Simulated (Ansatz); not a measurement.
C: frozen-core PAW against all-electron methods

```
CELL_PARAMETERS angstrom
0.00000 1.72990 1.78340
1.72990 0.00000 1.78340
1.72990 1.72990 0.00000
ATOMIC_POSITIONS crystal
C 0.50000 0.50000 0.50000
C 0.75000 0.75000 0.75000
```

Atoms are numbered in the order listed.

The cell is COD entry 9008564, as deposited and not checked against the literature; nothing was relaxed. The listed cell was then made from it by scaling, straining or moving an atom.

Levels of theory: DFT, PBE, PAW with Ansatz's default frozen-core files, scalar-relativistic (Ansatz 0.2.0); DFT, PBE, all-electron PAW with datasets made for the crystal, scalar-relativistic (Ansatz 0.2.0); DFT, PBE, all-electron LAPW, scalar-relativistic (Ansatz 0.2.0).

For PAW: a Γ-centred 20×20×20 k mesh, Fermi–Dirac smearing of 0.08 eV, cutoff 420 eV, no spin polarisation. The crystal-made all-electron datasets (AE datasets) take a cutoff of 560 eV at this cell. LAPW targets a basis error of 0.5 meV/atom. The Ansatz runs share mesh, smearing and spin set-up. Plane-wave (PAW) pressures include the program's estimate of the Pulay term.

Stress and pressure are positive in compression.

The change that made this cell: equal xx and yy strain of -3 %.

```csv
quantity,PAW,AE datasets,LAPW
pressure (GPa),31.69,31.71,31.71
stress xx (GPa),42.08,42.12,42.12
stress zz (GPa),10.90,10.90,10.90
band gap (eV),3.875,3.876,3.876
field gradient Vzz at C1 (10²¹ V/m²),0.16,0.15,–
```

PAW's pressure differs from the LAPW value by -0.02 GPa.
